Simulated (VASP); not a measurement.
Set up this calculation in VASP 6.6.1, as the native input.

```
Task                   : relaxation of the atoms
Functional             : PBE
Potentials or basis    : VASP PAW PBE potentials, release 64 (Na_pv, F)
Cutoff                 : 600 eV
k mesh                 : 10 × 10 × 10
Occupations            : gaussian, width 0.03 eV
Spin                   : no spin polarisation
Further INCAR settings : ALGO = Fast; EDIFF = 1e-07; IBRION = 2; EDIFFG = -0.01; NSW = 40
```

The structure of NaF (Villiaumite) lies in POSCAR:

```
NaF                                     
1.0
    0.0000000000      2.3151483111      2.3151483111
    2.3151483111      0.0000000000      2.3151483111
    2.3151483111      2.3151483111      0.0000000000
  Na              F             
     1     1
Direct
     0.0000000000000000    0.0000000000000000    0.0000000000000000
     0.5000000000000000    0.5000000000000000    0.5000000000000000
```

The cell isn't the ideal one: a relaxed cell with its volume scaled by 0.96.

One way to write it, as run:

INCAR

```
SYSTEM = NaF
  PREC = Accurate
  ENCUT = 600
  EDIFF = 1E-7
  ISMEAR = 0
  SIGMA = 0.03
  LREAL = .False.
  LASPH = .True.
  NELM = 80
  ALGO = Fast
  ISIF = 2
  LWAVE = .False.
  LCHARG = .False.
  GGA = PE
  IBRION = 2
  NSW = 40
  EDIFFG = -0.01
```

KPOINTS

```
Automatic mesh
0
Gamma
  10 10 10
  0 0 0
```

Potentials or basis: VASP PAW PBE potentials, release 64 (Na_pv, F).

Command:

```sh
$ cat potpaw_PBE.64/Na_pv/POTCAR potpaw_PBE.64/F/POTCAR > POTCAR
$ mpirun -np 1 vasp_std > vasp.out
```

It gave:

The pressure after relaxing is 2.1 GPa and the band gap on the k mesh is 6.31 eV, direct.

Caveat: the relaxation stopped at its first step, so nothing moved.

Wall time 15 s on 1 thread of AMD EPYC 9R45 (Zen 5) (shared host), peak memory 0.12 GiB.
